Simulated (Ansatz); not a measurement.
**BP: energy along a strain**

BP, F-43m, a = 4.538 Å (as given, not relaxed at this level: 1.1 GPa). Ansatz: PBE, PAW, 420 eV, Γ-centred 10×10×10 mesh on 2 atoms, Gaussian smearing 0.05 eV; no spin polarisation. Cell vectors (Å): 0.000 2.269 2.269; 2.269 0.000 2.269; 2.269 2.269 0.000. The cell is strained by x per cent times the pattern (0 1 0 0 0 0) in the order xx yy zz yz xz xy (engineering shears), with fractional coordinates held. y is the free energy over the start, V0 = 11.682 Å³/atom.

| x (%) | y (meV/atom) |
| --- | --- |
| -6.00 | 52.11 |
| -4.50 | 29.98 |
| -3.00 | 14.03 |
| -1.50 | 4.09 |
| 0.00 | 0.00 |
| 1.50 | 1.57 |
| 3.00 | 8.59 |
| 4.50 | 20.90 |
| 5.25 | ? |
| 6.00 | 38.29 |

Fit y = c1 x + c2 x² + c3 x³ to the other rows, get the stiffness along the pattern, and predict the missing energy.

Least squares on the rows shown. y = −0.82395 x + 1.2558 x² − 0.0091084 x³. The clamped-ion stiffness p·C·p = 2 × 12.56 eV × 160.2 / 11.682 Å³ = 344 GPa, which is C22 in these axes (C11 of the cubic crystal) (second derivative at the start, which stands under stress). At x = 5.25 the fit asked for gives 28.97 meV/atom. The run gave 28.97 meV/atom, the same to the digits shown.